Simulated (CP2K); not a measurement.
Runs of CP2K 2026.2 on SrO. It takes space group Fm-3m (No. 225, cubic). The conventional cell has a = 5.133 Å, b = 5.133 Å, c = 5.133 Å, α = 90.00°, β = 90.00°, γ = 90.00°. Sr (site symmetry m-3m) has 6 O at 2.57 Å as nearest neighbours. Around O (site symmetry m-3m) lie 6 Sr at 2.57 Å. 

```tsv
level	potentials or basis	spin	soc after scf	k points reduced by the point group	gap on the mesh (eV)	pressure (GPa)
LDA	GTH_SOC_POTENTIALS Sr GTH-PBE-q10, O GTH-PBE-q6; DZVP-MOLOPT-SR-GTH basis	SOC, no magnetisation	yes	-	-	-1.7
PBE	GTH_POTENTIALS Sr GTH-PBE-q10, O GTH-PBE-q6; DZVP-MOLOPT-SR-GTH basis	off	-	yes	3.47	4.4
PBE	GTH_SOC_POTENTIALS Sr GTH-PBE-q10, O GTH-PBE-q6; DZVP-MOLOPT-SR-GTH basis	SOC, no magnetisation	yes	-	-	4.4
LDA	GTH_POTENTIALS Sr GTH-PBE-q10, O GTH-PBE-q6; DZVP-MOLOPT-SR-GTH basis	off	-	yes	(a)	-1.7
```

Alike in all rows: task band structure; cell as given; k mesh 9 × 9 × 9; smearing fermi-dirac 0.05 eV.

Q: Estimate the missing entries.

A: (a) 3.34.

Caveats: the basis of atomic orbitals isn't converged, which shifts pressures, moduli and gaps; the potentials were made for another functional, which shifts forces and pressure (some runs).

A k mesh can miss the band edges, and rows without SOC leave out spin-orbit coupling on Sr.
